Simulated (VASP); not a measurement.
# Sc in VASP: notebook

The runs below take Sc through single point, with PBE.

Everything below comes from runs of VASP 6.6.1. Logs are shortened: lines on timing, memory, paths and dates and some standing lists are left out, and cuts for length are marked.

### Step 1. The structure

The cell holds a slab with vacuum, 5 atoms: a = 3.211 Å, b = 3.211 Å, c = 25.487 Å, α = 90.00°, β = 90.00°, γ = 120.00°.

The slab is cut from a database's or a generator's crystal, which needn't be the stable form of the element.

### Step 2. Single point, PBE

INCAR reads:

```
  PREC = Accurate
  ENCUT = 460
  EDIFF = 1E-7
  ISMEAR = 1
  SIGMA = 0.1
  LREAL = False
  LASPH = True
  NELM = 120
  ALGO = Normal
  ISIF = 2
  LWAVE = False
  LCHARG = False
  LDIPOL = True
  IDIPOL = 3
  DIPOL = 0.5 0.5 0.500
  GGA = PE
  NBANDS = 40
  LVHAR = True
  LVACPOTAV = True
```

KPOINTS reads:

```
regular mesh
0
Gamma
  15 15 1
```

POSCAR reads:

```
Sc
1.0
    3.2109718934      0.0000000000      0.0000000000
   -1.6054859467      2.7807832305      0.0000000000
    0.0000000000      0.0000000000     25.4869902896
Sc
5
Direct
    0.6666666667      0.3333333333      0.2942677780
    0.3333333333      0.6666666667      0.3971338890
    0.0000000000      0.0000000000      0.5000000000
    0.6666666667      0.3333333333      0.6028661110
    0.3333333333      0.6666666667      0.7057322220
```

Potentials or basis: VASP PAW PBE potentials, release 64 (Sc_sv).

Launch:

```
$ cat potpaw_PBE.64/Sc_sv/POTCAR > POTCAR
$ mpirun -np 1 vasp_std > vasp.out
```

OUTCAR:

```text
PREC = Accurate
   ENCUT = 460
   EDIFF = 1E-7
   ISMEAR = 1
   LREAL = False
   LASPH = True
   NELM = 120
   ISIF = 2
   GGA = PE

 Found     27 irreducible k-points:

 Following reciprocal coordinates:
            Coordinates               Weight
  0.000000  0.000000  0.000000      1.000000
  0.066667 -0.000000  0.000000      6.000000
  0.133333 -0.000000  0.000000      6.000000
  0.200000 -0.000000  0.000000      6.000000
  0.266667 -0.000000  0.000000      6.000000
  0.333333 -0.000000  0.000000      6.000000
   k-points           NKPTS =     27   k-points in BZ     NKDIM =     27   number of bands    NBANDS=     40
   number of dos      NEDOS =    301   number of ions     NIONS =      5
   total plane-waves  NPLWV = 103680
   dimension x,y,z NGX =    24 NGY =   24 NGZ =  180
   dimension x,y,z NGXF=    48 NGYF=   48 NGZF=  360
   ions per type =               5
   NGX,Y,Z   is equivalent  to a cutoff of  12.43, 12.43, 11.74 a.u.
   NGXF,Y,Z  is equivalent  to a cutoff of  24.85, 24.85, 23.48 a.u.
 SYSTEM =  unknown system
   PREC   = accura    normal or accurate (medium, high low for compatibility)
   ISTART =      0    job   : 0-new  1-cont  2-samecut
   ICHARG =      2    charge: 1-file 2-atom 10-const
   ISPIN  =      1    spin polarized calculation?
   LNONCOLLINEAR =      F non collinear calculations
   LSORBIT =      F    spin-orbit coupling
   LASPH  =      T    aspherical Exc in radial PAW
   ENCUT  =  460.0 eV  33.81 Ry    5.81 a.u.   5.62  5.62 44.57*2*pi/ulx,y,z
   NELM   =    120;   NELMIN=  2; NELMDL= -5     # of ELM steps
   EDIFF  = 0.1E-06   stopping-criterion for ELM
   LREAL  =      F    real-space projection
   EDIFFG = 0.1E-05   stopping-criterion for IOM
   NSW    =      0    number of steps for IOM
   IBRION =     -1    ionic relax: 0-MD 1-quasi-New 2-CG
   NFREE  =      0    steps in history (QN), initial steepest desc. (CG)
   ISIF   =      2    stress and relaxation
   ISYM   =      2    0-nonsym 1-usesym 2-fastsym
   POTIM  = 0.5000    time-step for ionic-motion
   TEBEG  =    0.0;   TEEND  =   0.0 temperature during run
   PSTRESS=    0.0 pullay stress
   NELECT =      55.0000    total number of electrons
   NUPDOWN=      -1.0000    fix difference up-down
   EMIN   =  10.00;   EMAX   =-10.00  energy-range for DOS
   EFERMI =   0.00;   METHOD = LEGACY
   ISMEAR =     1;   SIGMA  =   0.10  broadening in eV -4-tet -1-fermi 0-gaus
   EFERMI_NEDOS =   21; number of points for ismear=-14 and -15
   IALGO  =     38    algorithm
   IMIX   =      4    mixing-type and parameters
     AMIX     =   0.40;   BMIX     =  1.00
     AMIX_MAG =   1.60;   BMIX_MAG =  1.00
  volume/ion in A,a.u.               =      45.51       307.15
  Fermi-wavevector in a.u.,A,eV,Ry     =   1.019737  1.927024 14.148212  1.039864
  Thomas-Fermi vector in A             =   2.153268
   LORBIT       =      0    0 simple, 1 ext, 2 COOP (PROOUT), +10 PAW based schemes
   GGA     = PE    functional components
   LHFCALC =     F    Hartree Fock is set to
   AEXX    =    0.0000 exact exchange contribution
   IVDW    =     0    specifies the selected vdW correction
   LEPSILON=     F    determine dielectric tensor
   LRPA    =     F    only Hartree local field effects (RPA)
 non-spin polarized calculation
 Methfessel and Paxton  Order N= 1 SIGMA  =   0.10
  energy-cutoff  :      460.00
  volume of cell :      227.57
 maximum number of plane-waves:      5137
 NGX is ok and might be reduce to    24
   NGX = 11   NGY = 11   NGZ = 89

 dipolmoment           0.000000      0.000000     -0.000000 electrons x Angstroem

 number of electron      55.0000004 magnetization

 dipolmoment           0.000000      0.000000      0.000000 electrons x Angstroem

 Free energy of the ion-electron system (eV)
  ---------------------------------------------------
  ext. energy  EPLUGINS =         0.00000000
  ---------------------------------------------------
  free energy    TOTEN  =       -29.59419563 eV

  energy without entropy =      -29.58644804  energy(sigma->0) =      -29.59161310

 E-fermi :   0.4773     XC(G=0):  -5.9562

 val. band max:        0.4764543325   @ k =   0.2667   0.2000   0.0000
 cond. band min:       0.4889479944   @ k =   0.2000  -0.0000   0.0000
 fundamental gap:      0.0124936620
 Fermi energy:         0.4773434039

 k-point     1 :       0.0000    0.0000    0.0000
  band No.  band energies     occupation
      1     -49.2359      2.00000
      2     -49.2359      2.00000
      3     -48.8195      2.00000
      4     -48.7579      2.00000
      5     -48.7467      2.00000
      6     -27.9624      2.00000
[... 31 lines left out ...]
     38       2.2240     -0.00000
     39       2.2661     -0.00000

 k-point     2 :       0.0667   -0.0000    0.0000
  band No.  band energies     occupation
      1     -49.2338      2.00000
      2     -49.2338      2.00000
      3     -48.8170      2.00000
      4     -48.7558      2.00000
      5     -48.7450      2.00000
      6     -27.9593      2.00000
[... 31 lines left out ...]
     38       2.2113     -0.00000
     39       2.2855     -0.00000

 k-point     3 :       0.1333   -0.0000    0.0000
  band No.  band energies     occupation
      1     -49.2279      2.00000
      2     -49.2279      2.00000
      3     -48.8100      2.00000
      4     -48.7500      2.00000
      5     -48.7402      2.00000
      6     -27.9507      2.00000
[... 31 lines left out ...]
     38       2.3200     -0.00000
     39       2.3598     -0.00000

 k-point     4 :       0.2000   -0.0000    0.0000
  band No.  band energies     occupation
      1     -49.2191      2.00000
      2     -49.2191      2.00000
      3     -48.7996      2.00000
      4     -48.7413      2.00000
      5     -48.7331      2.00000
      6     -27.9383      2.00000
[... 31 lines left out ...]
     38       2.5038      0.00000
     39       2.5891      0.00000

 k-point     5 :       0.2667   -0.0000    0.0000
  band No.  band energies     occupation
      1     -49.2090      2.00000
      2     -49.2090      2.00000
      3     -48.7875      2.00000
      4     -48.7313      2.00000
      5     -48.7251      2.00000
      6     -27.9251      2.00000
[... 31 lines left out ...]
     38       2.5750      0.00000
     39       2.6396      0.00000

 k-point     6 :       0.3333   -0.0000    0.0000
  band No.  band energies     occupation
      1     -49.1993      2.00000
      2     -49.1993      2.00000
      3     -48.7758      2.00000
      4     -48.7217      2.00000
      5     -48.7175      2.00000
      6     -27.9271      2.00000
[... 31 lines left out ...]
     38       2.8136      0.00000
     39       2.8332      0.00000

 [... further k-points ...]

 [bands above 39 left out]

------------------------ aborting loop because EDIFF is reached ----------------------------------------

  FORCE on cell =-STRESS in cart. coord.  units (eV):
  Direction    XX          YY          ZZ          XY          YZ          ZX
  --------------------------------------------------------------------------------------
  -------------------------------------------------------------------------------------
  Total        1.3159073      1.3159073      0.8876776      0.0000000      0.0000000      0.0000000
  in kB        9.2643229      9.2643229      6.2494766      0.0000000      0.0000000      0.0000000
  external PRESSURE =       8.2593741 kB  Pullay stress =       0.0000000 kB

 VOLUME and BASIS-vectors are now :
 -----------------------------------------------------------------------------
  energy-cutoff  :      460.00
  volume of cell :      227.57
      direct lattice vectors                 reciprocal lattice vectors
     3.210971893  0.000000000  0.000000000     0.311432187  0.179805457  0.000000000
    -1.605485947  2.780783230  0.000000000     0.000000000  0.359610914  0.000000000
     0.000000000  0.000000000 25.486990290     0.000000000  0.000000000  0.039235704

 POSITION                                       TOTAL-FORCE (eV/Angst)
 -----------------------------------------------------------------------------------
      1.60549      0.92693      7.50000         0.000000      0.000000      0.032888
     -0.00000      1.85386     10.12175         0.000000      0.000000     -0.245960
      0.00000      0.00000     12.74350        -0.000000      0.000000     -0.000000
      1.60549      0.92693     15.36524        -0.000000      0.000000      0.245960
     -0.00000      1.85386     17.98699         0.000000     -0.000000     -0.032888
 -----------------------------------------------------------------------------------
    total drift:                                0.000000     -0.000000      0.000000

  FREE ENERGIE OF THE ION-ELECTRON SYSTEM (eV)
  ---------------------------------------------------
  free  energy   TOTEN  =       -29.5941956331 eV

  energy  without entropy=      -29.5864480401  energy(sigma->0) =      -29.59161310

 vacuum level on the upper side and lower side of the slab         4.106         4.106
```

It took 4.4 min on 1 thread of Intel Xeon Platinum 8488C (Sapphire Rapids), shared host; peak memory 0.38 GiB.

The run converged, but some of its settings lie outside the range that counts as converged, so its numbers aren't taken as properties of the slab.

Results:

```yaml
Free_energy: -29.5942 eV
Largest_force: 0.246 eV/Å
Band_gap_on_the_k_mesh: none (metal or under the smearing width)
Work_function_of_the_upper_face: 3.63 eV
Work_function_of_the_lower_face: 3.63 eV
```

(Continued in part 2 of 2.)
